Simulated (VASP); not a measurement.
Set up this calculation in VASP 6.6.1, as the native input.

| Item | Value |
| --- | --- |
| Task | single point |
| Functional | PBE |
| Dispersion | D3(BJ) |
| Potentials or basis | VASP PAW PBE potentials, release 64 (Cl, H) |
| Cutoff | 520 eV |
| k mesh | 1 × 1 × 1 |
| Occupations | fermi-dirac, width 0.02 eV |
| Spin | no spin polarisation |
| Dipole correction | no |
| Further INCAR settings | LREAL = Auto; ALGO = Normal; EDIFF = 1e-06; NBANDS = 46 |

The structure of HCl lies in POSCAR:

```
HCl
1.0
    6.8852020000      0.0000000000      0.0000000000
    0.0000000000      6.8852020000      0.0000000000
    0.0000000000      0.0000000000      6.8852020000
Cl H
8 8
Direct
    0.6764652657      0.8207021377      0.1949543383
    0.0612763431      0.4790854357      0.9896586912
    0.0278858921     -0.0446464752      0.8425170387
    0.5219890426      1.0560474478      0.6655287673
    0.2452651353      0.6220877761      0.5125775540
    0.6621011264      0.5050396488      0.6585282465
    1.0562653064      0.1492911900      0.4489773866
    0.5272031235      0.3088362549      0.1551152748
    0.5353510325      0.8390458261      0.3295473394
    0.2025358152      0.3469469741      0.9991718471
   -0.0286411350     -0.1303084499      1.0094402459
    0.3590163368      0.9879448708      0.7152731321
    0.1627984190      0.7468335715      0.3994508803
    0.8139485232      0.6156536874      0.6247601741
    0.9457384112      0.2421279724      0.5678845733
    0.6795152851      0.3075871993      0.0432812284
```

The cell was built by a generator and needn't be a form met in nature.

These files were run (other wordings do the same):

INCAR

```
SYSTEM = HCl
ALGO     = Normal         ! electronic algorithm
EDIFF    = 1E-6           ! SCF threshold, eV
ENCUT    = 520            ! plane-wave cutoff, eV
GGA      = PE             ! functional
ISIF     = 2              ! what is computed and relaxed
ISMEAR   = -1             ! smearing method
IVDW     = 12             ! dispersion correction
LASPH    = .True.         ! aspherical terms in the spheres
LCHARG   = .False.        ! write CHGCAR
LREAL    = Auto         
LWAVE    = .False.        ! write WAVECAR
NBANDS   = 46             ! bands
NELM     = 80             ! most SCF steps
PREC     = Accurate       ! precision mode
SIGMA    = 0.02           ! smearing width, eV
```

KPOINTS

```
k-points
0
Gamma
  1 1 1
  0 0 0
```

Potentials or basis: VASP PAW PBE potentials, release 64 (Cl, H).

Launch:

```bash
$ cat potpaw_PBE.64/Cl/POTCAR potpaw_PBE.64/H/POTCAR > POTCAR
$ mpirun -np 1 vasp_gam > vasp.out
```

It gave:

```json
{"Pressure": "0.3 GPa", "Largest force": "1.745 eV/Å", "Band gap on the k mesh": "4.59 eV, direct", "Dispersion energy per atom": "-0.081 eV"}
```

Wall time 46 s on 1 thread of Intel(R) Xeon(R) Platinum 8259CL CPU @ 2.50GHz (Skylake/Cascade Lake), with other jobs on the host, peak memory 0.38 GiB.
